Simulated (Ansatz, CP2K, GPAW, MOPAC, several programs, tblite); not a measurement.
## Many methods on one cell: SnSe (Fm-3m)

SnSe (started from an entry of an open crystallographic database), relaxed with r2SCAN+rVV10 in Ansatz, was computed with several methods. Space group Fm-3m (No. 225), cubic; a = 5.970 Å in the conventional setting, 26.59 Å³ an atom. Around Sn lie 6 Se at 2.98 Å; around Se lie 6 Sn at 2.98 Å. Calculated for a static, non-magnetic cell.

```
Sn Se
1.0
     0.00000    2.98489    2.98489
     2.98489    0.00000    2.98489
     2.98489    2.98489    0.00000
Sn Se
1 1
Direct
  0.00000 0.00000 0.00000
  0.50000 0.50000 0.50000
```

Gaps and times are for a single point on this cell; volume and bulk modulus come from each method's own relaxation or energy curve at fixed shape. Times are rough, from shared hosts (Arm Neoverse V2), and each method has its own mesh and cell size. PM6 (MOPAC), PM7 (MOPAC), GFN1-xTB (tblite), GFN2-xTB (tblite) treat a cluster of cells at its zone centre, which samples few k points: where these miss a band edge, the gap comes out too large for that reason alone. Gaps from k meshes are read at a limited set of points (mesh, symmetry points, PBE's band edges), so each method's own least gap may be somewhat smaller. xTB and the PM methods were fitted mostly to molecules, and can miss a solid's gap by electronvolts. Minimal bases can be far off for gaps. GLLB-SC's gap includes the derivative discontinuity. d marks a direct gap, i an indirect one (no mark: not told apart), a dash a value that wasn't computed or didn't pass its checks.

```tsv
method	kind	gap (eV)	own volume (Å³/atom)	bulk modulus (GPa)	atoms computed	processor time
light PBE (260 eV and a coarse mesh)	light plane-wave	0.02 d	–	–	2	0.74 s
PBE	semilocal	0	–	–	2	2.1 s
PBE/single zeta (GPAW)	small basis	0.02	–	–	2	2.7 s
PM7 (MOPAC)	semi-empirical	3.57	–	–	64	2.7 s
GFN1-xTB (tblite)	tight binding	0.06	–	–	64	2.8 s
PBE/SZV (CP2K)	small basis	0.07 i	–	–	2	4.2 s
GFN2-xTB (tblite)	tight binding	2.06	–	–	64	5.6 s
r2SCAN	semilocal	0.03 d	–	–	2	5.7 s
GLLB-SC (GPAW)	model potential	0.09	–	–	2	7.2 s
PBE/DZVP (CP2K)	small basis	0.06 d	28.04	49	2	9.5 s
PM6 (MOPAC)	semi-empirical	3.08	–	–	64	23 s
```

With PBE the bands overlap or touch, or nearly. Semilocal functionals can close a real gap, so this doesn't show a metal; small gaps of other methods may in turn close between the points read or with spin-orbit coupling, and the solid may be a semimetal.

No spin-orbit coupling is included; it can move band edges with weight on the heavy atoms by tenths of an eV.
